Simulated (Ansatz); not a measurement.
Crystal: Si.

```
Si
1.0
    -1.62691    1.62691    1.32033
     1.62691   -1.62691    1.32033
     1.62691    1.62691   -1.32033
Si
1
Direct
  0.00000 0.00000 0.00000
```

This isn't the form of Si at room conditions, which is diamond.

Base run:

```yaml
Program: Ansatz 0.2.0
Functional: LDA
Potentials_or_basis: all-electron LAPW, scalar-relativistic
Cutoff: 154 eV
Density_cutoff: 615 eV
Basis_error_allowed: 0.001 eV/atom
k_mesh: 13 × 13 × 13
Occupations: fermi-dirac, width 0.05 eV
Spin: no spin polarisation
```

Its results: pressure -0.2 GPa.

**Question.** The run is repeated on the same cell with these changes: functional from LDA to PBEsol. What comes out?

**Answer.** Pressure 1.0 GPa.

PBEsol binds less tightly than LDA, so the same cell stands under more pressure.

Not every run made on this cell is shown here.
